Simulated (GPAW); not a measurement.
# ZnSe (Stilleite) (F-43m) in GPAW: convergence with plane-wave cutoff (eV)

Aim: find how far plane-wave cutoff (eV) must go before the results for ZnSe (Stilleite) settle, at LDA. This setting moves, with any that are tied to it; all else stays.

Program: GPAW 26.7.0. These are calculated values, not measurements. Logs are shortened: lines on timing, memory, paths and dates and some standing lists are left out, and cuts for length are marked. The log counts tension as positive stress, the text compression.

### Step 1. Starting point

The structure is cubic, space group F-43m (No. 216). Conventional cell: a = 5.668 Å, b = 5.668 Å, c = 5.668 Å, α = 90.00°, β = 90.00°, γ = 90.00°. Around Se (site symmetry -43m) lie 4 Zn at 2.45 Å. Zn (site symmetry -43m) has 4 Se at 2.45 Å as nearest neighbours.

### Step 2. With plane-wave cutoff (eV) 200

run.py

```python
from ase import Atoms
from ase.dft.bandgap import bandgap
from ase.io import write
from ase.units import GPa
from gpaw import GPAW, PW

atoms = Atoms(['Se', 'Zn'],
              cell=[[0.0, 2.8338, 2.8338],
                    [2.8338, 0.0, 2.8338],
                    [2.8338, 2.8338, 0.0]],
              scaled_positions=[[0.75, 0.75, 0.75],
                                [0.0, 0.0, 0.0]],
              pbc=True)

calc = GPAW(mode=PW(200),
            xc='LDA',
            kpts={'size': (8, 8, 8), 'gamma': True},
            occupations={'name': 'fermi-dirac', 'width': 0.05},
            nbands=18,
            convergence={'density': 1e-05, 'energy': 1e-05},
            maxiter=100,
            txt='gpaw.txt')
atoms.calc = calc
energy = atoms.get_potential_energy()
forces = atoms.get_forces()
stress = atoms.get_stress()
calc.write('gs.gpw')
write('result.traj', atoms)
print(f'Energy: {energy:.6f} eV')
print('Forces (eV/A):')
print(forces.round(4))
print('Stress (GPa):', (stress / GPa).round(3))
print('Fermi level:', round(calc.get_fermi_level(), 4), 'eV')
print(f'Gap: {bandgap(calc)[0]:.4f} eV, direct: {bandgap(calc, direct=True)[0]:.4f} eV')
```

Potentials or basis: the program's PAW data sets (release 1.2.1) made for this functional, pw.

Run with:

```bash
$ OMP_NUM_THREADS=1 python run.py
```

gpaw.txt:

```text
__  _  _
 | _ |_)|_||  |
 |__||  | ||/\| - 26.7.0

Input parameters:
  mode=PW(ecut=200.0),
  convergence={'density': 1e-05, 'energy': 1e-05},
  kpts=MonkhorstPack(size=(8, 8, 8), gamma=True),
  maxiter=100,
  nbands=18,
  occupations=Occupations(name='fermi-dirac', width=0.05),
  xc=XC(name='LDA')

Diagonalizing LCAO Hamiltonian
Converting LCAO to pw mode

                    Se

       Zn

Atoms  # Å, Bohr magnetons
|   | symbol |        x |        y |        z |    initial magnetic moments |
|---|--------|----------|----------|----------|-----------------------------|
| 0 |     Se | 4.250700 | 4.250700 | 4.250700 | ( 0.0000,  0.0000,  0.0000) |
| 1 |     Zn | 0.000000 | 0.000000 | 0.000000 | ( 0.0000,  0.0000,  0.0000) |

Unit cell  # Å
| periodic |        x |        y |        z |  lengths |    angles |
|----------|----------|----------|----------|----------|-----------|
|      yes | 0.000000 | 2.833800 | 2.833800 | 4.007598 | 60.000000 |
|      yes | 2.833800 | 0.000000 | 2.833800 | 4.007598 | 60.000000 |
|      yes | 2.833800 | 2.833800 | 0.000000 | 4.007598 | 60.000000 |

Number of symmetries: 24
Symmetry operations  # r_c * U_cc + t_c -> r_c
|    | kind |            matrix            |
|----|------|------------------------------|
|  0 |  E   |  1, 0, 0,  0, 1, 0,  0, 0, 1 |
|  1 |  σ   |  1, 0, 0,  0, 0, 1,  0, 1, 0 |
|  2 |  σ   |  1, 0,-1,  0, 1,-1,  0, 0,-1 |
|  3 |  C3  |  1, 0,-1,  0, 0,-1,  0, 1,-1 |
|  4 |  C3  |  1,-1, 0,  0,-1, 1,  0,-1, 0 |
|  5 |  σ   |  1,-1, 0,  0,-1, 0,  0,-1, 1 |
|  6 |  σ   |  0, 1, 0,  1, 0, 0,  0, 0, 1 |
|  7 |  C3  |  0, 1, 0,  0, 0, 1,  1, 0, 0 |
|  8 |  C2  |  0, 1,-1,  1, 0,-1,  0, 0,-1 |
|  9 |  S4  |  0, 1,-1,  0, 0,-1,  1, 0,-1 |
| 10 |  C3  |  0, 0, 1,  1, 0, 0,  0, 1, 0 |
| 11 |  σ   |  0, 0, 1,  0, 1, 0,  1, 0, 0 |
| 12 |  S4  |  0, 0,-1,  1, 0,-1,  0, 1,-1 |
| 13 |  C3  |  0, 0,-1,  0, 1,-1,  1, 0,-1 |
| 14 |  S4  |  0,-1, 1,  1,-1, 0,  0,-1, 0 |
| 15 |  C2  |  0,-1, 1,  0,-1, 0,  1,-1, 0 |
| 16 |  C3  |  0,-1, 0,  1,-1, 0,  0,-1, 1 |
| 17 |  S4  |  0,-1, 0,  0,-1, 1,  1,-1, 0 |
| 18 |  S4  | -1, 1, 0, -1, 0, 1, -1, 0, 0 |
| 19 |  C3  | -1, 1, 0, -1, 0, 0, -1, 0, 1 |
| 20 |  C3  | -1, 0, 1, -1, 1, 0, -1, 0, 0 |
| 21 |  S4  | -1, 0, 1, -1, 0, 0, -1, 1, 0 |
| 22 |  σ   | -1, 0, 0, -1, 1, 0, -1, 0, 1 |
| 23 |  C2  | -1, 0, 0, -1, 0, 1, -1, 1, 0 |

BZ-sampling:
  Number of BZ points: 512
  Number of IBZ points: 29

  Monkhorst-Pack size: [8, 8, 8]
  Monkhorst-Pack shift: [0.0625, 0.0625, 0.0625]

K-points  # in reciprocal-cell coordinates
|     |                                coordinates |     weight |
|-----|--------------------------------------------|------------|
|   0 | (  0.00000000,   0.00000000,   0.00000000) | 0.00195312 |
|   1 | (  0.12500000,   0.12500000,   0.00000000) | 0.01171875 |
|   2 | (  0.12500000,   0.12500000,   0.12500000) | 0.01562500 |
|   3 | (  0.25000000,   0.12500000,   0.12500000) | 0.02343750 |
|   4 | (  0.25000000,   0.25000000,   0.00000000) | 0.01171875 |
|   5 | (  0.25000000,   0.25000000,   0.12500000) | 0.04687500 |
|   6 | (  0.25000000,   0.25000000,   0.25000000) | 0.01562500 |
|   7 | (  0.37500000,   0.25000000,  -0.37500000) | 0.04687500 |
|   8 | (  0.37500000,   0.25000000,   0.12500000) | 0.04687500 |
|   9 | (  0.37500000,   0.25000000,   0.25000000) | 0.04687500 |
| ... |                                            |            |
|  28 | (  0.50000000,   0.50000000,   0.50000000) | 0.00781250 |

Plane wave coefficients: 303
Cutoff: 200.0 eV

Spin-components: 1 (collinear spins)
Bands:           18
Projectors:      11
Spin-degeneracy: 2
Datatype:        complex128

Parallelization:
  kpt:    1
  domain: 1
  band:   1

Density:
  Valence electrons: 18.0
  Components: 1
  Grid points: [14 14 14]
  Charge: 0.0  # |e|

Potential:
  Grid points: [14 14 14]

species:
  Se:
    name:    Selenium
    Z:       34.0
    valence: 6
    core:    28
    charge:  0.0  # [|e|]
    compensation charges:
      type: gauss
      rc: 0.27  # [Å]
      lmax: 2
    cutoffs:
      filter: 1.77  # [Å]
      core: 2.67  # [Å]
    projectors
    | kind |    occ | energy [eV] | rcut [Å] |
    |------|--------|-------------|----------|
    |   4s |  2.000 |     -17.472 |    0.847 |
    |   4p |  4.000 |      -6.656 |    1.005 |
    |    s |        |       9.739 |    0.847 |
    |    p |        |      20.555 |    1.005 |
    |    d |        |       0.000 |    0.847 |

    Using partial waves for Se as LCAO basis

  Zn:
    name:    Zinc
    Z:       30.0
    valence: 12
    core:    18
    charge:  0.0  # [|e|]
    compensation charges:
      type: gauss
      rc: 0.37  # [Å]
      lmax: 2
    cutoffs:
      filter: 2.14  # [Å]
      core: 2.28  # [Å]
    projectors
    | kind |    occ | energy [eV] | rcut [Å] |
    |------|--------|-------------|----------|
    |   4s |  2.000 |      -6.218 |    1.286 |
    |   4p |  0.000 |      -1.230 |    1.270 |
    |   3d | 10.000 |     -10.426 |    1.180 |
    |    s |        |      20.994 |    1.286 |
    |    p |        |      25.981 |    1.270 |
    |    d |        |      16.786 |    1.180 |

    Using partial waves for Zn as LCAO basis

Reference energy: -114805.075344  # eV

eigensolver:
  PPCG
  Converge bands: occupied
  niter=2

density mixing:
  MSR1-Mixer
  Pratt-step length: 0.05
  Maximum mixing coefficient: 0.75
  Old densities: 10
  SVD Regularization: 0.005
  Good broyden scale: 1.0
  Trust region scale: 1.0
  Backstep threshold: 4.0
  History deletion threshold: 6.0
  Fourier metric: weight=20.0, sigma=0.015

occupation numbers:
  Fermi-Dirac:
    width: 0.0500  # eV

poisson solver:
  ecut: 1600.0  # eV

xc functional:
  name: None

convergence criteria:
- Maximum integral of absolute [dens]ity change: 1e-05 electrons / valence electron
- Maximum [total energy] change in last 3 cyles: 1e-05 eV / valence electron
- Maximum integral of absolute [eigenst]ate change: 4e-08 eV^2 / valence electron
maximum number of iterations: 100

SCF iterations
|iter     | |      energy | eigst |  dens |
|---------|-|-------------|-------|-------|
|iter:   1| |   -7.234767 | -0.33 |       |
|iter:   2| |   -7.179834 | -2.27 | -1.26 |
|iter:   3| |   -6.988658 | -1.92 | -1.30 |
|iter:   4| |   -6.982410 | -3.17 | -1.84 |
|iter:   5| |   -6.982373 | -4.46 | -2.37 |
|iter:   6| |   -6.982265c| -4.84 | -2.91 |
|iter:   7| |   -6.982270c| -6.76 | -3.55 |
|iter:   8| |   -6.982270c| -8.12c| -4.08 |
|iter:   9| |   -6.982270c| -8.66c| -5.44c|

Converged in 9 steps
Energy contributions relative to reference atoms: (reference = -114805.075344)

Energy contributions:
  Kinetic:          18.777179
  Coulomb:         -16.569971
  Zero:              0.060126
  External:          0.000000
  Xc:               -9.249603
  Entropy:          -0.000000
  Spinorbit:         0.000000
  ----------------------------
  Free energy:      -6.982270
  Extrapolated:     -6.982270

dipole moment: (-7.054105, -7.054105, -7.054105)  # |e|*Ang

Fermi level: 4.122
Eigenvalues  # (at kpt = [0.000, 0.000, 0.000])
| band index |      eig [eV] | occ [0-2] |
|------------|---------------|-----------|
|          0 |        -9.734 |     2.000 |
|          1 |        -2.997 |     2.000 |
|          2 |        -2.997 |     2.000 |
|          3 |        -2.997 |     2.000 |
|          4 |        -2.633 |     2.000 |
|          5 |        -2.633 |     2.000 |
[... 10 lines left out ...]
|         16 |        16.465 |     0.000 |
|         17 |        16.465 |     0.000 |

Gap: 1.043 eV
Transition (v -> c):
  (s=0, k=0, n=8, [0.00, 0.00, 0.00]) -> (s=0, k=0, n=9, [0.00, 0.00, 0.00])
No difference between direct/indirect transitions

Forces  # eV/Ang
|        x |        y |        z |
|----------|----------|----------|
|  0.00000 | -0.00000 | -0.00000 |  # Se   0
| -0.00000 | -0.00000 | -0.00000 |  # Zn   1

Stress tensor  # eV/Ang^3
|         x |         y |        z |
|-----------|-----------|----------|
|  0.041660 | -0.000000 | 0.000000 |
| -0.000000 |  0.041660 | 0.000000 |
|  0.000000 |  0.000000 | 0.041660 |

# Writing to gs.gpw (mode='')
```

Run time: 4.1 s. Hardware: 1 thread of Arm Neoverse V2, shared host; peak memory 0.12 GiB.

Results:

```
Free energy            : -6.9823 eV
Pressure               : -6.7 GPa
Band gap on the k mesh : 1.04 eV, direct
```

### Step 3. With plane-wave cutoff (eV) 250

Changes to run.py since step 2:

```diff
@@ -14,3 +14,3 @@
 
-calc = GPAW(mode=PW(200),
+calc = GPAW(mode=PW(250),
             xc='LDA',
```

Potentials or basis: the program's PAW data sets (release 1.2.1) made for this functional, pw.

Run with:

```bash
$ OMP_NUM_THREADS=1 python run.py
```

Run time: 4.4 s. Hardware: 1 thread of Arm Neoverse V2, shared host; peak memory 0.12 GiB.

Results:

```yaml
Free_energy: -7.0860 eV
Pressure: -4.8 GPa
Band_gap_on_the_k_mesh: 1.03 eV, direct
```

### Step 4. With plane-wave cutoff (eV) 300

Changes to run.py since step 3:

```diff
@@ -14,3 +14,3 @@
 
-calc = GPAW(mode=PW(250),
+calc = GPAW(mode=PW(300),
             xc='LDA',
```

Run with:

```bash
$ OMP_NUM_THREADS=1 python run.py
```

Wall time 6.9 s (1 thread of Arm Neoverse V2, shared host); peak memory 0.13 GiB.

What came out:

```
Free energy            : -7.2087 eV
Pressure               : -5.6 GPa
Band gap on the k mesh : 1.04 eV, direct
```

### Step 5. With plane-wave cutoff (eV) 350

Changes to run.py since step 4:

```diff
@@ -14,3 +14,3 @@
 
-calc = GPAW(mode=PW(300),
+calc = GPAW(mode=PW(350),
             xc='LDA',
```

Run with:

```bash
$ OMP_NUM_THREADS=1 python run.py
```

It took 7.2 s on 1 thread of Arm Neoverse V2, shared host; peak memory 0.13 GiB.

Results:

| Item | Value |
| --- | --- |
| Free energy | -7.3239 eV |
| Pressure | -5.2 GPa |
| Band gap on the k mesh | 1.04 eV, direct |

### Step 6. With plane-wave cutoff (eV) 400

Changes to run.py since step 5:

```diff
@@ -14,3 +14,3 @@
 
-calc = GPAW(mode=PW(350),
+calc = GPAW(mode=PW(400),
             xc='LDA',
```

Potentials or basis: the program's PAW data sets (release 1.2.1) made for this functional, pw.

Run with:

```bash
$ OMP_NUM_THREADS=1 python run.py
```

It took 6.6 s on 1 thread of Arm Neoverse V2, shared host; peak memory 0.13 GiB.

What came out:

```yaml
Free_energy: -7.3935 eV
Pressure: -4.5 GPa
Band_gap_on_the_k_mesh: 1.05 eV, direct
```

### Step 7. With plane-wave cutoff (eV) 500

Changes to run.py since step 6:

```diff
@@ -14,3 +14,3 @@
 
-calc = GPAW(mode=PW(400),
+calc = GPAW(mode=PW(500),
             xc='LDA',
```

Run with:

```bash
$ OMP_NUM_THREADS=1 python run.py
```

Run time: 11 s. Hardware: 1 thread of Arm Neoverse V2, shared host; peak memory 0.14 GiB.

The run converged. Its results:

| Property | Result |
| --- | --- |
| Free energy | -7.4393 eV |
| Pressure | -3.8 GPa |
| Band gap on the k mesh | 1.05 eV, direct |

### Step 8. With plane-wave cutoff (eV) 600

Changes to run.py since step 7:

```diff
@@ -14,3 +14,3 @@
 
-calc = GPAW(mode=PW(500),
+calc = GPAW(mode=PW(600),
             xc='LDA',
```

Run with:

```bash
$ OMP_NUM_THREADS=1 python run.py
```

Wall time 13 s (1 thread of Arm Neoverse V2, shared host); peak memory 0.15 GiB.

It converged, with:

```yaml
Free_energy: -7.4451 eV
Pressure: -3.6 GPa
Band_gap_on_the_k_mesh: 1.04 eV, direct
```

### Step 9. With plane-wave cutoff (eV) 800

Changes to run.py since step 8:

```diff
@@ -14,3 +14,3 @@
 
-calc = GPAW(mode=PW(600),
+calc = GPAW(mode=PW(800),
             xc='LDA',
```

Potentials or basis: the program's PAW data sets (release 1.2.1) made for this functional, pw.

Run with:

```bash
$ OMP_NUM_THREADS=1 python run.py
```

It took 19 s on 1 thread of Arm Neoverse V2, shared host; peak memory 0.17 GiB.

It converged, with:

```
Free energy            : -7.4457 eV
Pressure               : -3.6 GPa
Band gap on the k mesh : 1.04 eV, direct
```

### Step 10. With plane-wave cutoff (eV) 1000

Changes to run.py since step 9:

```diff
@@ -14,3 +14,3 @@
 
-calc = GPAW(mode=PW(800),
+calc = GPAW(mode=PW(1000),
             xc='LDA',
```

Run with:

```bash
$ OMP_NUM_THREADS=1 python run.py
```

Run time: 26 s. Hardware: 1 thread of Arm Neoverse V2, shared host; peak memory 0.2 GiB.

It converged, with:

| Item | Value |
| --- | --- |
| Free energy | -7.4461 eV |
| Pressure | -3.6 GPa |
| Band gap on the k mesh | 1.04 eV, direct |

### Step 11. Result

| plane-wave cutoff (eV) | energy less the tightest run, at zero smearing (meV/atom) | pressure (GPa) | gap on the mesh (eV) | SCF cycles | CPU time (s) | peak memory (GiB) |
| --- | --- | --- | --- | --- | --- | --- |
| 200 | 231.91 | -6.67 | 1.043 | 9 | 4.1 | 0.12 |
| 250 | 180.04 | -4.77 | 1.028 | 9 | 4.4 | 0.12 |
| 300 | 118.68 | -5.58 | 1.037 | 9 | 6.9 | 0.13 |
| 350 | 61.10 | -5.20 | 1.043 | 9 | 7.2 | 0.13 |
| 400 | 26.31 | -4.54 | 1.045 | 9 | 6.6 | 0.13 |
| 500 | 3.38 | -3.79 | 1.045 | 9 | 11 | 0.14 |
| 600 | 0.51 | -3.63 | 1.045 | 9 | 13 | 0.15 |
| 800 | 0.19 | -3.62 | 1.045 | 9 | 19 | 0.17 |
| 1000 | 0.00 | -3.62 | 1.044 | 9 | 26 | 0.2 |

Against the tightest run, the energy stays within 1 meV/atom from 600 on; the pressure stays within 0.1 GPa from 600 on; the gap on the mesh stays within 0.01 eV from 300 on. The tightest run that finished is the yardstick and may itself not be fully converged.
